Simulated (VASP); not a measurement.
# MgTe (P6_3mc) in VASP: further runs

The runs below take MgTe through single point, relaxation of cell and atoms, with PBE.

Everything below comes from runs of VASP 6.6.1. Logs are shortened: lines on timing, memory, paths and dates and some standing lists are left out, and cuts for length are marked.

### Step 1. Starting point

Symmetry: P6_3mc, No. 186, hexagonal system. The conventional cell has a = 4.609 Å, b = 4.609 Å, c = 7.498 Å, α = 90.00°, β = 90.00°, γ = 120.00°. Mg (site symmetry 3m) is surrounded by 4 Te at 2.82 Å. Te (site symmetry 3m) has 4 Mg at 2.82 Å as nearest neighbours.

The cell is a database's computed one.

### Step 2. Single point, PBE

Contents of INCAR:

```
PREC = Accurate ; ENCUT = 520
EDIFF = 1E-6 ; ISMEAR = 0
SIGMA = 0.02 ; LREAL = F
LASPH = T ; NELM = 100
ALGO = Normal ; ISIF = 2
LWAVE = F ; LCHARG = T
GGA = PE ; LELF = T
LVHAR = T ; NBANDS = 16
```

Contents of KPOINTS:

```
regular mesh
0
Gamma
  9 9 4
```

Contents of POSCAR:

```
MgTe
1.0
    4.6094950315      0.0000000000      0.0000000000
   -2.3047475158      3.9919397959      0.0000000000
    0.0000000000      0.0000000000      7.4980217649
Mg Te
2 2
Direct
    0.3333333333      0.6666666667      0.9967432471
    0.6666666667      0.3333333333      0.4967432471
    0.3333333333      0.6666666667      0.3732567529
    0.6666666667      0.3333333333      0.8732567529
```

Potentials or basis: VASP PAW PBE potentials, release 64 (Mg, Te).

On the command line:

```
cat potpaw_PBE.64/Mg/POTCAR potpaw_PBE.64/Te/POTCAR > POTCAR
mpirun -np 1 vasp_std > vasp.out
```

OUTCAR:

```text
PREC = Accurate
   ENCUT = 520
   EDIFF = 1E-6
   ISMEAR = 0
   LREAL = F
   LASPH = T
   NELM = 100
   ISIF = 2
   GGA = PE

 ion  position               nearest neighbor table
   1  0.333  0.667  0.997-   4 2.82   4 2.82   4 2.82   3 2.82
   2  0.667  0.333  0.497-   3 2.82   3 2.82   3 2.82   4 2.82
   3  0.333  0.667  0.373-   2 2.82   2 2.82   2 2.82   1 2.82
   4  0.667  0.333  0.873-   1 2.82   1 2.82   1 2.82   2 2.82

  LATTYP: Found a hexagonal cell.
 ALAT       =     4.6094950315
 C/A-ratio  =     1.6266471086

  Lattice vectors:

 A1 = (   4.6094950315,   0.0000000000,   0.0000000000)
 A2 = (  -2.3047475158,   3.9919397959,   0.0000000000)
 A3 = (   0.0000000000,   0.0000000000,   7.4980217649)

Analysis of symmetry for initial positions (statically):
=====================================================================
 Subroutine PRICEL returns:
 Original cell was already a primitive cell.

 Routine SETGRP: Setting up the symmetry group for a
 hexagonal supercell.

 Subroutine GETGRP returns: Found 12 space group operations
 (whereof  6 operations were pure point group operations)
 out of a pool of 24 trial point group operations.

The static configuration has the point symmetry C_3v.
 The point group associated with its full space group is C_6v.

Analysis of symmetry for dynamics (positions and initial velocities):
=====================================================================
 Subroutine PRICEL returns:
 Original cell was already a primitive cell.

 Routine SETGRP: Setting up the symmetry group for a
 hexagonal supercell.

 Subroutine GETGRP returns: Found 12 space group operations
 (whereof  6 operations were pure point group operations)
 out of a pool of 24 trial point group operations.

The dynamic configuration has the point symmetry C_3v.
 The point group associated with its full space group is C_6v.

 Subroutine INISYM returns: Found 12 space group operations
 (whereof  6 operations are pure point group operations),
 and found     1 'primitive' translations

----------------------------------------------------------------------------------------

                                     Primitive cell

  volume of cell :     137.9698

  direct lattice vectors                    reciprocal lattice vectors
     4.609495031  0.000000000  0.000000000     0.216943503  0.125252390  0.000000000
    -2.304747516  3.991939796  0.000000000     0.000000000  0.250504780  0.000000000
     0.000000000  0.000000000  7.498021765     0.000000000  0.000000000  0.133368511

  length of vectors
     4.609495031  4.609495032  7.498021765     0.250504780  0.250504780  0.133368511

  position of ions in fractional coordinates (direct lattice)
     0.333333333  0.666666667  0.996743247
     0.666666667  0.333333333  0.496743247
     0.333333333  0.666666667  0.373256753
     0.666666667  0.333333333  0.873256753

  ion indices of the primitive-cell ions
   primitive index   ion index
                 1           1
                 2           2
                 3           3
                 4           4

----------------------------------------------------------------------------------------

 KPOINTS: regular mesh

Automatic generation of k-mesh.
 Grid dimensions read from file:
 generate k-points for:    9    9    4

 Generating k-lattice:

  Cartesian coordinates                     Fractional coordinates (reciprocal lattice)
     0.024104834  0.013916932  0.000000000     0.111111111  0.000000000  0.000000000
     0.000000000  0.027833864  0.000000000     0.000000000  0.111111111  0.000000000
     0.000000000  0.000000000  0.033342128     0.000000000  0.000000000  0.250000000

  Length of vectors
     0.027833864  0.027833864  0.033342128

  Shift w.r.t. Gamma in fractional coordinates (k-lattice)
     0.000000000  0.000000000  0.000000000

 Subroutine IBZKPT returns following result:
 ===========================================

 Found     36 irreducible k-points:

 Following reciprocal coordinates:
            Coordinates               Weight
  0.000000  0.000000  0.000000      1.000000
  0.111111  0.000000  0.000000      6.000000
  0.222222  0.000000  0.000000      6.000000
  0.333333  0.000000  0.000000      6.000000
  0.444444  0.000000  0.000000      6.000000
  0.111111  0.111111  0.000000      6.000000
[... 16 lines left out ...]
  0.333333  0.222222  0.250000     24.000000
  0.333333  0.333333  0.250000      4.000000
 [... further k-points ...]
   k-points           NKPTS =     36   k-points in BZ     NKDIM =     36   number of bands    NBANDS=     16
   number of dos      NEDOS =    301   number of ions     NIONS =      4
   total plane-waves  NPLWV =  72576
   dimension x,y,z NGX =    36 NGY =   36 NGZ =   56
   dimension x,y,z NGXF=    72 NGYF=   72 NGZF=  112
   ions per type =               2   2
   NGX,Y,Z   is equivalent  to a cutoff of  12.98, 12.98, 12.42 a.u.
   NGXF,Y,Z  is equivalent  to a cutoff of  25.97, 25.97, 24.83 a.u.
 SYSTEM =  unknown system
   PREC   = accura    normal or accurate (medium, high low for compatibility)
   ISTART =      0    job   : 0-new  1-cont  2-samecut
   ICHARG =      2    charge: 1-file 2-atom 10-const
   ISPIN  =      1    spin polarized calculation?
   LNONCOLLINEAR =      F non collinear calculations
   LSORBIT =      F    spin-orbit coupling
   LASPH  =      T    aspherical Exc in radial PAW
   ENCUT  =  520.0 eV  38.22 Ry    6.18 a.u.   8.57  8.57 13.94*2*pi/ulx,y,z
   NELM   =    100;   NELMIN=  2; NELMDL= -5     # of ELM steps
   EDIFF  = 0.1E-05   stopping-criterion for ELM
   LREAL  =      F    real-space projection
   EDIFFG = 0.1E-04   stopping-criterion for IOM
   NSW    =      0    number of steps for IOM
   IBRION =     -1    ionic relax: 0-MD 1-quasi-New 2-CG
   NFREE  =      0    steps in history (QN), initial steepest desc. (CG)
   ISIF   =      2    stress and relaxation
   ISYM   =      2    0-nonsym 1-usesym 2-fastsym
   POTIM  = 0.5000    time-step for ionic-motion
   TEBEG  =    0.0;   TEEND  =   0.0 temperature during run
   PSTRESS=    0.0 pullay stress
   NELECT =      16.0000    total number of electrons
   NUPDOWN=      -1.0000    fix difference up-down
   EMIN   =  10.00;   EMAX   =-10.00  energy-range for DOS
   EFERMI =   0.00;   METHOD = LEGACY
   ISMEAR =     0;   SIGMA  =   0.02  broadening in eV -4-tet -1-fermi 0-gaus
   EFERMI_NEDOS =   21; number of points for ismear=-14 and -15
   IALGO  =     38    algorithm
   IMIX   =      4    mixing-type and parameters
     AMIX     =   0.40;   BMIX     =  1.00
     AMIX_MAG =   1.60;   BMIX_MAG =  1.00
  volume/ion in A,a.u.               =      34.49       232.77
  Fermi-wavevector in a.u.,A,eV,Ry     =   0.798338  1.508640  8.671586  0.637344
  Thomas-Fermi vector in A             =   1.905230
   LORBIT       =      0    0 simple, 1 ext, 2 COOP (PROOUT), +10 PAW based schemes
   GGA     = PE    functional components
   LHFCALC =     F    Hartree Fock is set to
   AEXX    =    0.0000 exact exchange contribution
   IVDW    =     0    specifies the selected vdW correction
   LEPSILON=     F    determine dielectric tensor
   LRPA    =     F    only Hartree local field effects (RPA)
 non-spin polarized calculation
 Gauss-broadening in eV      SIGMA  =   0.02
  energy-cutoff  :      520.00
  volume of cell :      137.97
 maximum number of plane-waves:      3748
 NGX is ok and might be reduce to    36
   NGX = 17   NGY = 17   NGZ = 27

 number of electron      16.0000000 magnetization

 Free energy of the ion-electron system (eV)
  ---------------------------------------------------
  ext. energy  EPLUGINS =         0.00000000
  ---------------------------------------------------
  free energy    TOTEN  =       -12.81200173 eV

  energy without entropy =      -12.81200173  energy(sigma->0) =      -12.81200173

 E-fermi :   1.8808     XC(G=0):  -7.7553

 val. band max:        1.7473026793   @ k =   0.0000   0.0000   0.0000
 cond. band min:       4.1062052819   @ k =   0.0000   0.0000   0.0000
 fundamental gap:      2.3589026025
 Fermi energy:         1.8808309813

 k-point     1 :       0.0000    0.0000    0.0000
  band No.  band energies     occupation
      1      -8.3907      2.00000
      2      -7.8202      2.00000
      3      -1.4098      2.00000
      4       1.2684      2.00000
      5       1.2684      2.00000
      6       1.7368      2.00000
[... 8 lines left out ...]
     15       7.9425      0.00000
     16       8.9599      0.00000

 k-point     2 :       0.1111    0.0000    0.0000
  band No.  band energies     occupation
      1      -8.3404      2.00000
      2      -7.7924      2.00000
      3      -1.3350      2.00000
      4       0.8391      2.00000
      5       1.1585      2.00000
      6       1.2400      2.00000
[... 8 lines left out ...]
     15       8.2187      0.00000
     16       8.3412      0.00000

 k-point     3 :       0.2222    0.0000    0.0000
  band No.  band energies     occupation
      1      -8.2025      2.00000
      2      -7.7243      2.00000
      3      -1.1350      2.00000
      4       0.0532      2.00000
      5       0.4044      2.00000
      6       0.9238      2.00000
[... 8 lines left out ...]
     15       8.3099      0.00000
     16       8.7505      0.00000

 k-point     4 :       0.3333    0.0000    0.0000
  band No.  band energies     occupation
      1      -8.0181      2.00000
      2      -7.6582      2.00000
      3      -1.0044      2.00000
      4      -0.4807      2.00000
      5      -0.2508      2.00000
      6       0.7026      2.00000
[... 8 lines left out ...]
     15       8.6432      0.00000
     16       9.4843      0.00000
[... 324 lines left out ...]
 k-point    22 :       0.2222    0.2222    0.2500
  band No.  band energies     occupation
      1      -7.8837      2.00000
      2      -7.6808      2.00000
      3      -1.0414      2.00000
      4      -0.7578      2.00000
      5       0.2191      2.00000
      6       0.2446      2.00000
[... 8 lines left out ...]
     15       8.2839      0.00000
     16       9.2353      0.00000

 k-point    23 :       0.3333    0.2222    0.2500
  band No.  band energies     occupation
      1      -7.7630      2.00000
      2      -7.6605      2.00000
      3      -1.1206      2.00000
      4      -0.9426      2.00000
      5      -0.1328      2.00000
      6       0.4393      2.00000
[... 8 lines left out ...]
     15       9.1382      0.00000
     16       9.4201      0.00000

 k-point    24 :       0.3333    0.3333    0.2500
  band No.  band energies     occupation
      1      -7.6871      2.00000
      2      -7.6871      2.00000
      3      -0.9803      2.00000
      4      -0.9803      2.00000
      5      -0.4105      2.00000
      6       0.2494      2.00000
[... 8 lines left out ...]
     15       9.3709      0.00000
     16       9.5978      0.00000

 [... further k-points ...]

------------------------ aborting loop because EDIFF is reached ----------------------------------------

  FORCE on cell =-STRESS in cart. coord.  units (eV):
  Direction    XX          YY          ZZ          XY          YZ          ZX
  --------------------------------------------------------------------------------------
  -------------------------------------------------------------------------------------
  Total       -0.0265163     -0.0265163     -0.0070898      0.0000000      0.0000000     -0.0000000
  in kB       -0.3079206     -0.3079206     -0.0823309      0.0000000      0.0000000     -0.0000000
  external PRESSURE =      -0.2327240 kB  Pullay stress =       0.0000000 kB

 VOLUME and BASIS-vectors are now :
 -----------------------------------------------------------------------------
  energy-cutoff  :      520.00
  volume of cell :      137.97
      direct lattice vectors                 reciprocal lattice vectors
     4.609495031  0.000000000  0.000000000     0.216943503  0.125252390  0.000000000
    -2.304747516  3.991939796  0.000000000     0.000000000  0.250504780  0.000000000
     0.000000000  0.000000000  7.498021765     0.000000000  0.000000000  0.133368511

 POSITION                                       TOTAL-FORCE (eV/Angst)
 -----------------------------------------------------------------------------------
     -0.00000      2.66129      7.47360         0.000000     -0.000000      0.000256
      2.30475      1.33065      3.72459        -0.000000      0.000000      0.000256
     -0.00000      2.66129      2.79869        -0.000000     -0.000000     -0.000256
      2.30475      1.33065      6.54770         0.000000      0.000000     -0.000256
 -----------------------------------------------------------------------------------
    total drift:                               -0.000000     -0.000000     -0.000101

  FREE ENERGIE OF THE ION-ELECTRON SYSTEM (eV)
  ---------------------------------------------------
  free  energy   TOTEN  =       -12.8120017313 eV

  energy  without entropy=      -12.8120017313  energy(sigma->0) =      -12.81200173
```

Wall time 57 s (1 thread of Intel Xeon Platinum 8488C (Sapphire Rapids), shared host); peak memory 0.28 GiB.

What came out:

- Free energy: -12.8120 eV
- Pressure: 0.0 GPa
- Band gap on the k mesh: 2.36 eV, direct

Levels at points of the mesh, in eV from the valence-band top:
| k point | band 5 | band 6 | band 7 | band 8 | band 9 | band 10 | band 11 | band 12 |
| --- | --- | --- | --- | --- | --- | --- | --- | --- |
| (0.00, 0.00, 0.00) | -0.48 | -0.01 | -0.01 | 0.00 | 2.36 | 2.92 | 5.25 | 5.25 |
| (0.00, 0.00, 0.50) | -0.26 | -0.26 | -0.26 | -0.26 | 3.38 | 3.38 | 5.50 | 5.50 |

Caveat: spin-orbit coupling is left out, which moves the levels of the heavy elements.

### Step 3. Relaxation of cell and atoms, PBE

This run uses another cell than the first one, of 33.93 Å³/atom, 0.984 times its volume.

Contents of INCAR:

```
  PREC = Accurate
  ENCUT = 600
  EDIFF = 1E-6
  ISMEAR = 0
  SIGMA = 0.02
  LREAL = False
  LASPH = True
  NELM = 100
  ALGO = Normal
  ISIF = 3
  LWAVE = False
  LCHARG = False
  GGA = PE
  IBRION = 2
  NSW = 100
  EDIFFG = -0.002
```

KPOINTS is that of step 2.

Contents of POSCAR:

```
MgTe
1.0
    4.5902025400      0.0000000000      0.0000000000
   -2.2951012700      3.9752320100      0.0000000000
    0.0000000000      0.0000000000      7.4378057100
Mg Te
2 2
Direct
    0.3333333300      0.6666666700      0.9959911700
    0.6666666700      0.3333333300      0.4959911700
    0.3333333300      0.6666666700      0.3740088300
    0.6666666700      0.3333333300      0.8740088300
```

Potentials or basis: VASP PAW PBE potentials, release 64 (Mg, Te).

On the command line:

```
cat potpaw_PBE.64/Mg/POTCAR potpaw_PBE.64/Te/POTCAR > POTCAR
mpirun -np 1 vasp_std > vasp.out
```

It took 3.7 min on 1 thread of Intel Xeon Platinum 8488C (Sapphire Rapids), shared host; peak memory 0.36 GiB.

Results (log left out):

```
Free energy                            : -12.8122 eV
Relaxed volume                         : 34.47 Å³/atom
Relaxed cell                           : a = 4.607 Å, b = 4.607 Å, c = 7.500 Å, α = 90.00°, β = 90.00°, γ = 120.00°
Space group after relaxing (to 0.05 Å) : P6_3mc (No. 186)
Energy gained by relaxing              : 1.0 meV/atom
Ionic steps                            : 10
Pressure after relaxing                : 0.0 GPa
Band gap on the k mesh                 : 2.36 eV, direct
```

Step by step:
```
step  energy change (eV)  largest force (eV/Å)  pressure (GPa)  volume (Å³)
   1              0.0000                0.0214            0.55       135.72
   2             -0.0037                0.0155           -0.04       138.03
   3             -0.0037                0.0159           -0.01       137.88
   4             -0.0037                0.0160            0.00       137.84
   5             -0.0038                0.0137            0.01       137.83
   6             -0.0039                0.0065            0.01       137.83
   7             -0.0039                0.0082            0.01       137.82
   8             -0.0039                0.0010            0.01       137.82
   9             -0.0039                0.0009           -0.01       137.93
  10             -0.0039                0.0001            0.00       137.87
```

Final structure:
```
Mg Te
1.0
     4.60721    0.00000    0.00000
    -2.30360    3.98996    0.00000
     0.00000    0.00000    7.50016
Mg Te
2 2
Direct
  0.33333 0.66667 0.99683
  0.66667 0.33333 0.49683
  0.33333 0.66667 0.37317
  0.66667 0.33333 0.87317
```

Levels at points of the mesh, in eV from the valence-band top:
| k point | band 5 | band 6 | band 7 | band 8 | band 9 | band 10 | band 11 | band 12 |
| --- | --- | --- | --- | --- | --- | --- | --- | --- |
| (0.00, 0.00, 0.00) | -0.47 | -0.01 | -0.01 | 0.00 | 2.36 | 2.93 | 5.25 | 5.25 |
| (0.00, 0.00, 0.50) | -0.25 | -0.25 | -0.25 | -0.25 | 3.38 | 3.38 | 5.51 | 5.51 |

Caveat: spin-orbit coupling is left out, which moves the levels of the heavy elements.

### Step 4. Single point, PBE

This run uses another cell than the first one, of 33.93 Å³/atom, 0.984 times its volume.

Contents of INCAR:

```
ALGO = Normal ; EDIFF = 1E-6
ENCUT = 520 ; GGA = PE
ISIF = 2 ; ISMEAR = 0
LASPH = True ; LCHARG = False
LREAL = False ; LWAVE = False
NBANDS = 16 ; NELM = 100
PREC = Accurate ; SIGMA = 0.1
```

Contents of KPOINTS:

```
k-points
0
Gamma
  6 6 4
```

POSCAR is that of step 3.

On the command line:

```
cat potpaw_PBE.64/Mg/POTCAR potpaw_PBE.64/Te/POTCAR > POTCAR
mpirun -np 1 vasp_std > vasp.out
```

It took 31 s on 1 thread of Intel Xeon Platinum 8488C (Sapphire Rapids), shared host; peak memory 0.25 GiB.

The run converged. Its results:

```yaml
Free_energy: -12.8065 eV
Pressure: 0.6 GPa
Largest_force: 0.021 eV/Å
Band_gap_on_the_k_mesh: 2.41 eV, direct
```

Forces in eV/Å, atoms in the order of the input:
```
Mg   0.000  0.000  0.021
Mg   0.000  0.000  0.021
Te   0.000  0.000 -0.021
Te   0.000  0.000 -0.021
```

Levels at points of the mesh, in eV from the valence-band top:
| k point | band 4 | band 5 | band 6 | band 7 | band 8 | band 9 | band 10 | band 11 | band 12 | band 13 |
| --- | --- | --- | --- | --- | --- | --- | --- | --- | --- | --- |
| (0.00, 0.00, 0.00) | -0.53 | -0.53 | -0.04 | -0.04 | 0.00 | 2.41 | 2.90 | 5.23 | 5.23 | 5.63 |
| (0.50, 0.00, 0.00) | -2.62 | -1.96 | -1.25 | -1.00 | -0.47 | 3.13 | 3.84 | 4.26 | 5.47 | 6.63 |
| (0.00, 0.00, 0.50) | -1.99 | -0.30 | -0.30 | -0.30 | -0.30 | 3.39 | 3.39 | 5.48 | 5.48 | 5.48 |
| (0.50, 0.00, 0.50) | -3.16 | -0.91 | -0.91 | -0.89 | -0.89 | 3.20 | 3.20 | 4.23 | 4.23 | 7.02 |

Caveat: spin-orbit coupling is left out, which moves the levels of the heavy elements. Expect the measured gap to be larger: semilocal functionals such as PBE lack the derivative discontinuity.

### Step 5. Overview

```tsv
task	cell	k mesh	cutoff (eV)	smearing	gap on the mesh (eV)	pressure (GPa)
single point	P6_3mc, 34.49 Å³/atom	9 × 9 × 4	520	gaussian 0.02 eV	2.36	0.0
relaxation of cell and atoms	relaxed	9 × 9 × 4	600	gaussian 0.02 eV	2.36	0.0
single point	P6_3mc, 33.93 Å³/atom	6 × 6 × 4	520	gaussian 0.1 eV	2.41	0.6
```

Alike in all rows: level PBE; potentials or basis VASP PAW PBE potentials, release 64 (Mg, Te); no spin polarisation.

Caveats: spin-orbit coupling is left out, which moves the levels of the heavy elements.

Absolute energies hang on the potentials; compare differences alone.
